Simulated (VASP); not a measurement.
# InAs (F-43m) in VASP: settings compared, part 2 of 2

VASP 6.6.1.

## Step 4: Single point, PBE

This run uses another cell than the first one, of 27.65 Å³/atom, 1.030 times its volume.

File INCAR:

```
SYSTEM = InAs
ALGO = Normal
EDIFF = 1E-6
ENCUT = 520
GGA = PE
ISIF = 2
ISMEAR = 0
LASPH = .True.
LCHARG = .True.
LELF = .True.
LREAL = .False.
LVHAR = .True.
LWAVE = .False.
NBANDS = 16
NELM = 60
PREC = Accurate
SIGMA = 0.05
```

File KPOINTS:

```
k-points
0
Gamma
  6 6 6
  0 0 0
```

File POSCAR:

```
InAs
1.0
    0.0000000000      3.0240000793      3.0240000793
    3.0240000793      0.0000000000      3.0240000793
    3.0240000793      3.0240000793      0.0000000000
In As
1 1
Direct
    0.0000000000      0.0000000000      0.0000000000
    0.7500000000      0.7500000000      0.7500000000
```

Potentials or basis: VASP PAW PBE potentials, release 64 (In_d, As).

Run with:

```
$ cat potpaw_PBE.64/In_d/POTCAR potpaw_PBE.64/As/POTCAR > POTCAR
$ mpirun -np 1 vasp_std > vasp.out
```

OUTCAR:

```text
SYSTEM = InAs
   EDIFF = 1E-6
   ENCUT = 520
   GGA = PE
   ISIF = 2
   ISMEAR = 0
   LASPH = .True.
   LREAL = .False.
   NELM = 60
   PREC = Accurate

 ion  position               nearest neighbor table
   1  0.000  0.000  0.000-   2 2.62   2 2.62   2 2.62   2 2.62
   2  0.750  0.750  0.750-   1 2.62   1 2.62   1 2.62   1 2.62

  LATTYP: Found a face centered cubic cell.
 ALAT       =     6.0480001586

  Lattice vectors:

 A1 = (   0.0000000000,   3.0240000793,   3.0240000793)
 A2 = (   3.0240000793,   0.0000000000,   3.0240000793)
 A3 = (   3.0240000793,   3.0240000793,   0.0000000000)

Analysis of symmetry for initial positions (statically):
=====================================================================
 Subroutine PRICEL returns:
 Original cell was already a primitive cell.

 Routine SETGRP: Setting up the symmetry group for a
 face centered cubic supercell.

 Subroutine GETGRP returns: Found 24 space group operations
 (whereof 24 operations were pure point group operations)
 out of a pool of 48 trial point group operations.

The static configuration has the point symmetry T_d .

Analysis of symmetry for dynamics (positions and initial velocities):
=====================================================================
 Subroutine PRICEL returns:
 Original cell was already a primitive cell.

 Routine SETGRP: Setting up the symmetry group for a
 face centered cubic supercell.

 Subroutine GETGRP returns: Found 24 space group operations
 (whereof 24 operations were pure point group operations)
 out of a pool of 48 trial point group operations.

The dynamic configuration has the point symmetry T_d .

 Subroutine INISYM returns: Found 24 space group operations
 (whereof 24 operations are pure point group operations),
 and found     1 'primitive' translations

----------------------------------------------------------------------------------------

                                     Primitive cell
[... 100 lines left out ...]
   IMIX   =      4    mixing-type and parameters
     AMIX     =   0.40;   BMIX     =  1.00
     AMIX_MAG =   1.60;   BMIX_MAG =  1.00
  volume/ion in A,a.u.               =      27.65       186.61
  Fermi-wavevector in a.u.,A,eV,Ry     =   1.126092  2.128005 17.253319  1.268083
  Thomas-Fermi vector in A             =   2.262772
   LORBIT       =      0    0 simple, 1 ext, 2 COOP (PROOUT), +10 PAW based schemes
   GGA     = PE    functional components
   LHFCALC =     F    Hartree Fock is set to
   AEXX    =    0.0000 exact exchange contribution
   IVDW    =     0    specifies the selected vdW correction
   LEPSILON=     F    determine dielectric tensor
   LRPA    =     F    only Hartree local field effects (RPA)
 non-spin polarized calculation
 Gauss-broadening in eV      SIGMA  =   0.05
  energy-cutoff  :      520.00
  volume of cell :       55.31
 maximum number of plane-waves:      1524
   NGX = 15   NGY = 15   NGZ = 15

 number of electron      17.9999990 magnetization

 Free energy of the ion-electron system (eV)
  ---------------------------------------------------
  ext. energy  EPLUGINS =         0.00000000
  ---------------------------------------------------
  free energy    TOTEN  =        -7.65464219 eV

  energy without entropy =       -7.65428510  energy(sigma->0) =       -7.65446365

 E-fermi :   4.5243     XC(G=0):  -9.0881

 val. band max:        4.5090515467   @ k =   0.0000   0.0000   0.0000
 cond. band min:       5.4619377489   @ k =   0.5000   0.0000   0.0000
 fundamental gap:      0.9528862022
 Fermi energy:         4.5242799283

 k-point     1 :       0.0000    0.0000    0.0000
  band No.  band energies     occupation
      1      -9.8881      2.00000
      2      -9.8881      2.00000
      3      -9.8881      2.00000
      4      -9.7628      2.00000
      5      -9.7628      2.00000
      6      -7.3489      2.00000
[... 281 lines left out ...]
      3      -9.8129      2.00000
      4      -9.7845      2.00000
      5      -9.7493      2.00000
      6      -5.2996      2.00000
[... 8 lines left out ...]
     15      16.1419      0.00000
     16      16.3587      0.00000

------------------------ aborting loop because EDIFF is reached ----------------------------------------

  FORCE on cell =-STRESS in cart. coord.  units (eV):
  Direction    XX          YY          ZZ          XY          YZ          ZX
  --------------------------------------------------------------------------------------
  -------------------------------------------------------------------------------------
  Total        1.3875909      1.3875909      1.3875909      0.0000000      0.0000000      0.0000000
  in kB       40.1972760     40.1972760     40.1972760      0.0000000      0.0000000      0.0000000
  external PRESSURE =      40.1972760 kB  Pullay stress =       0.0000000 kB

 VOLUME and BASIS-vectors are now :
 -----------------------------------------------------------------------------
  energy-cutoff  :      520.00
  volume of cell :       55.31
      direct lattice vectors                 reciprocal lattice vectors
     0.000000000  3.024000079  3.024000079    -0.165343911  0.165343911  0.165343911
     3.024000079  0.000000000  3.024000079     0.165343911 -0.165343911  0.165343911
     3.024000079  3.024000079  0.000000000     0.165343911  0.165343911 -0.165343911

 POSITION                                       TOTAL-FORCE (eV/Angst)
 -----------------------------------------------------------------------------------
      0.00000      0.00000      0.00000        -0.000000     -0.000000     -0.000000
      4.53600      4.53600      4.53600         0.000000      0.000000      0.000000
 -----------------------------------------------------------------------------------
    total drift:                                0.000000      0.000000      0.000000

  FREE ENERGIE OF THE ION-ELECTRON SYSTEM (eV)
  ---------------------------------------------------
  free  energy   TOTEN  =        -7.6546421900 eV

  energy  without entropy=       -7.6542851013  energy(sigma->0) =       -7.65446365
```

Run time: 19 s. Hardware: 1 thread of AMD EPYC 9R14 (Zen 4), shared host; peak memory 0.15 GiB.

Results:

| Item | Value |
| --- | --- |
| Free energy | -7.6546 eV |
| Pressure | 4.0 GPa |
| Band gap on the k mesh | zero (filled and empty bands touch) |

Caveat: spin-orbit coupling is left out, which moves the levels of the heavy elements.

## Step 5: Single point, PBEsol

This run uses another cell than the first one, of 27.65 Å³/atom, 1.030 times its volume.

File INCAR:

```
SYSTEM = InAs
ALGO = Normal ; EDIFF = 1E-6
ENCUT = 520 ; GGA = PS
ISIF = 2 ; ISMEAR = 0
LASPH = .TRUE. ; LCHARG = .FALSE.
LREAL = .FALSE. ; LWAVE = .FALSE.
NBANDS = 16 ; NELM = 100
PREC = Accurate ; SIGMA = 0.05
```

File KPOINTS:

```
k-points
0
G
  6 6 6
  0 0 0
```

POSCAR is that of step 4.

Run with:

```
$ cat potpaw_PBE.64/In_d/POTCAR potpaw_PBE.64/As/POTCAR > POTCAR
$ mpirun -np 1 vasp_std > vasp.out
```

Run time: 16 s. Hardware: 1 thread of AMD EPYC 9R14 (Zen 4), shared host; peak memory 0.15 GiB.

Results (log left out):

```
Free energy            : -8.4661 eV
Pressure               : 1.3 GPa
Band gap on the k mesh : zero (filled and empty bands touch)
```

Levels at points of the mesh, in eV from the Fermi level:
```csv
k point,band 5,band 6,band 7,band 8,band 9,band 10,band 11,band 12,band 13,band 14
"(0.00, 0.00, 0.00)",-14.23,-11.90,-0.30,-0.02,-0.02,-0.02,3.83,3.83,3.83,7.30
"(0.50, 0.00, 0.00)",-14.22,-10.42,-5.83,-1.01,-1.01,0.85,4.60,4.60,6.69,8.89
"(0.50, 0.50, 0.00)",-14.20,-9.87,-5.90,-2.36,-2.36,1.42,1.96,9.06,9.20,9.20
```

Caveat: the PAW data sets were made with another functional, which shifts forces and pressure a little; spin-orbit coupling is left out, which moves the levels of the heavy elements.

## Step 6: Single point, PBEsol

This run uses another cell than the first one, of 27.88 Å³/atom, 1.039 times its volume.

File INCAR:

```
SYSTEM = InAs
ALGO = Normal
EDIFF = 1E-6
ENCUT = 520
GGA = PS
ISIF = 2
ISMEAR = 0
LASPH = .True.
LCHARG = .True.
LELF = .True.
LREAL = .False.
LVHAR = .True.
LWAVE = .False.
NBANDS = 16
NELM = 60
PREC = Accurate
SIGMA = 0.05
```

File KPOINTS:

```
k-points
0
Gamma
  6 6 6
  0 0 0
```

File POSCAR:

```
InAs
1.0
    0.0000000000      3.0320806687      3.0320806687
    3.0320806687      0.0000000000      3.0320806687
    3.0320806687      3.0320806687      0.0000000000
In As
1 1
Direct
    0.0000000000      0.0000000000      0.0000000000
    0.7500000000      0.7500000000      0.7500000000
```

Potentials or basis: VASP PAW PBE potentials, release 64 (In_d, As).

Run with:

```
$ cat potpaw_PBE.64/In_d/POTCAR potpaw_PBE.64/As/POTCAR > POTCAR
$ mpirun -np 1 vasp_std > vasp.out
```

Run time: 17 s. Hardware: 1 thread of AMD EPYC 9R14 (Zen 4), shared host; peak memory 0.15 GiB.

It converged, with:

```
Free energy            : -8.4691 eV
Pressure               : 0.8 GPa
Band gap on the k mesh : zero (filled and empty bands touch)
```

Levels at points of the mesh, in eV from the Fermi level:
| k point | band 7 | band 8 | band 9 | band 10 | band 11 | band 12 |
| --- | --- | --- | --- | --- | --- | --- |
| (0.00, 0.00, 0.00) | -0.34 | -0.02 | -0.02 | -0.02 | 3.83 | 3.83 |
| (0.50, 0.00, 0.00) | -5.79 | -1.00 | -1.00 | 0.84 | 4.60 | 4.60 |
| (0.50, 0.50, 0.00) | -5.87 | -2.33 | -2.33 | 1.43 | 1.96 | 9.01 |

Caveat: the PAW data sets were made with another functional, which shifts forces and pressure a little; spin-orbit coupling is left out, which moves the levels of the heavy elements.

## Step 7: Summary

| level | potentials or basis | cell | gap on the mesh (eV) | pressure (GPa) |
| --- | --- | --- | --- | --- |
| LDA | VASP PAW LDA potentials, release 64 (In_d, As) | a = 4.234 Å, angles 60.0°, 2 atoms | none | 1.4 |
| LDA | VASP PAW LDA potentials, release 64 (In_d, As) | a = 4.205 Å, angles 60.0°, 2 atoms | none | 2.9 |
| PBE | VASP PAW PBE potentials, release 64 (In_d, As) | a = 4.277 Å, angles 60.0°, 2 atoms | none | 4.0 |
| PBEsol | VASP PAW PBE potentials, release 64 (In_d, As) | a = 4.277 Å, angles 60.0°, 2 atoms | none | 1.3 |
| PBEsol | VASP PAW PBE potentials, release 64 (In_d, As) | a = 4.288 Å, angles 60.0°, 2 atoms | none | 0.8 |

Alike in all rows: task single point; no spin polarisation; k mesh 6 × 6 × 6; cutoff (eV) 520; smearing gaussian 0.05 eV.

Caveats: spin-orbit coupling is left out, which moves the levels of the heavy elements; the PAW data sets were made with another functional, which shifts forces and pressure a little (some runs).

Total energies depend on the potentials used, so only differences within one code and one set of settings carry meaning.

## Step 8: How close it comes

Step 5. Against the measured gap of InAs, 0.418 eV (direct; 4.2 K; a printed reference work, data compilation), the calculated 0.00 eV is off by -0.42 eV. Spin-orbit coupling on As, In is left out. The value is that of PBEsol on a finite k mesh, which can miss the band edges, without temperature or zero-point motion. Semilocal functionals fall short of measured gaps as a rule.

Step 6. Against the measured gap of InAs, 0.418 eV (direct; 4.2 K; a printed reference work, data compilation), the calculated 0.00 eV is off by -0.42 eV. Spin-orbit coupling on As, In is left out. The value is that of PBEsol on a finite k mesh, which can miss the band edges, without temperature or zero-point motion. Semilocal functionals fall short of measured gaps as a rule.
